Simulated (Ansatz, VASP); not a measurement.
## One calculation of KF (Carobbiite), two programs

The input INCAR:

```
SYSTEM = KF
PREC = Accurate ; ENCUT = 520
EDIFF = 1E-6 ; ISMEAR = 1
SIGMA = 0.1 ; LREAL = .False.
LASPH = .True. ; NELM = 100
ALGO = Fast ; ISIF = 2
LWAVE = .False. ; LCHARG = .True.
GGA = CA ; LELF = .True.
LVHAR = .True. ; NBANDS = 15
```

KPOINTS

```
Automatic mesh
0
Gamma
  7 7 7
  0 0 0
```

File POSCAR:

```
KF
1.0
    0.0000000000      2.6718500000      2.6718500000
    2.6718500000      0.0000000000      2.6718500000
    2.6718500000      2.6718500000      0.0000000000
K F
1 1
Direct
    0.0244680000     -0.0251010000     -0.0070560000
    0.4977100000      0.5129550000      0.4807690000
```

File input.yaml:

```yaml
crystal:
  lattice:
    - [0.0, 2.67185, 2.67185]
    - [2.67185, 0.0, 2.67185]
    - [2.67185, 2.67185, 0.0]
  atoms:
    - { symbol: K, position: [0.024468, -0.025101, -0.007056] }
    - { symbol: F, position: [0.49771, 0.512955, 0.480769] }
hamiltonian:
  xc: lda
  pseudopotentials: { kind: paw, xc_functional: lda, accuracy: standard }
kpoints:
  mp_grid: { grid: [7, 7, 7] }
scf:
  occupations: { method: cold, width: 0.1 }
output:
  forces: true
  stress: true
  eigenvalues: true
```

Change from the starting cell: atoms moved at random, drawn with an rms of 0.05 Å.

Alike in both runs: task single point; functional LDA; k mesh 7 × 7 × 7; no spin polarisation.

```csv
,VASP,Ansatz
version,VASP 6.6.1,Ansatz 0.2.0
potentials or method,"VASP PAW LDA potentials, release 64 (K_sv, F)",JTH PAW LDA
plane-wave cutoff (eV),520,1500
occupations,"methfessel-paxton of order 1, width 0.1 eV","cold, width 0.1 eV"
valence electrons in the cell,16,16
```

Ansatz gave:

```
gap on the k mesh at the Fermi level (eV)       : 5.80
least direct gap on the mesh (eV)               : 5.80
pressure (GPa)                                  : -3.0
largest component of the traceless stress (GPa) : 0.26
rms of the force components (eV/Å)              : 0.095
```

Problem. What did VASP give for the same quantities?

Solution. gap on the k mesh at the Fermi level (eV): 5.80; least direct gap on the mesh (eV): 5.80; pressure (GPa): -3.2; largest component of the traceless stress (GPa): 0.25; rms of the force components (eV/Å): 0.097.

Atom by atom the forces differ by 0.002 eV/Å (rms over components).

Caveats: odd divisions of the mesh miss points on the zone boundary, where band edges often lie, so the gap on the mesh can be too wide (Ansatz).
